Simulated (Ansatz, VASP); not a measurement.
**One calculation of Mo, two programs**

```
CELL_PARAMETERS angstrom
1.77224 1.02320 3.08531
-1.77224 1.02320 3.08531
0.00000 -2.04641 3.08531
ATOMIC_POSITIONS crystal
Mo 0.23364 0.23364 0.23364
Mo 0.76636 0.76636 0.76636
```

Alike in both runs: task relaxation of cell and atoms; functional PBE; k mesh 6 × 6 × 6; occupations gaussian, width 0.1 eV; no spin polarisation.

|  | VASP | Ansatz |
| --- | --- | --- |
| version | VASP 6.6.1 | Ansatz 0.2.0 |
| potentials or method | VASP PAW PBE potentials, release 64 (Mo_sv) | scalar-relativistic, plane waves, PAW |
| plane-wave cutoff (eV) | 600 | 420 |
| valence electrons in the cell | 28 | 28 |

Ansatz gave:

| Quantity | Value |
| --- | --- |
| gap on the k mesh at the Fermi level, each at its own relaxed structure (eV) | none |
| relaxed volume (Å³/atom) | 16.15 |
| relaxed cell length with the largest relative difference (Å) | 4.488 |
| energy change over the relaxation (meV/atom) | -1005 |

Task: What did VASP give for the same quantities?

Result: gap on the k mesh at the Fermi level, each at its own relaxed structure (eV): none; relaxed volume (Å³/atom): 16.19; relaxed cell length with the largest relative difference (Å): 4.486; energy change over the relaxation (meV/atom): -1007.

A gap of «none» marks a metal or a gap that the smearing closes.
